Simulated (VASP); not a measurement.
## HfO2 under changes of volume

One of the cells (10.997 Å³/atom); the others are scaled copies at fixed shape and fractional positions:

```
Hf O
1.0
     3.57095    0.00000    0.00000
     0.00000    3.57095    0.00000
     0.00000    0.00000    5.17416
Hf O
2 4
Direct
  0.00000 0.00000 0.00000
  0.50000 0.50000 0.50000
  0.00000 0.50000 0.19934
  0.50000 0.00000 0.30066
  0.50000 0.00000 0.80066
  0.00000 0.50000 0.69934
```

Measurements of this composition are mostly on another form, of space group No. 14.

- Program: VASP 6.6.1
- Functional: PBE
- Dispersion: D3(BJ)
- Potentials or basis: VASP PAW PBE potentials, release 64 (Hf_pv, O)
- Cutoff: 520 eV
- k mesh: 8 × 8 × 4
- Occupations: gaussian, width 0.02 eV
- Spin: no spin polarisation

```csv
volume (Å³/atom),energy over the lowest point (meV/atom),pressure (GPa),gap on the mesh (eV),largest force (eV/Å)
10.557,?,?,?,?
10.777,4.21,5.5,4.77,0.114
10.997,0.00,0.2,4.69,0.002
11.216,2.80,-4.6,4.61,0.102
11.436,11.89,-9.0,4.53,0.198
```

Problem. What does the run at 10.557 Å³/atom give?

Solution. Energy over the lowest point 16.16 meV/atom; pressure 11.5 GPa; gap on the mesh 4.83 eV; largest force 0.234 eV/Å.

Worked out: A Birch-Murnaghan fit of order 2 (a polynomial in V^(-2/3)) to the other rows has its minimum at 11.02 Å³/atom with B0 = V·E''(V) = 253 GPa at fixed shape and positions, which overstates the stiffness. It gives 16.13 meV/atom at 10.557 Å³/atom, against the run's 16.16, and -dE/dV = 11.7 GPa, against 11.5. A straight line through the other rows of the gap, of slope -4.04 eV per unit of ln V, extrapolates to 4.85 eV, against the run's 4.83.

Energies are extrapolated to zero smearing.

Caveats: spin-orbit coupling is left out, which moves the levels of the heavy elements.

A mesh can miss the band edges.
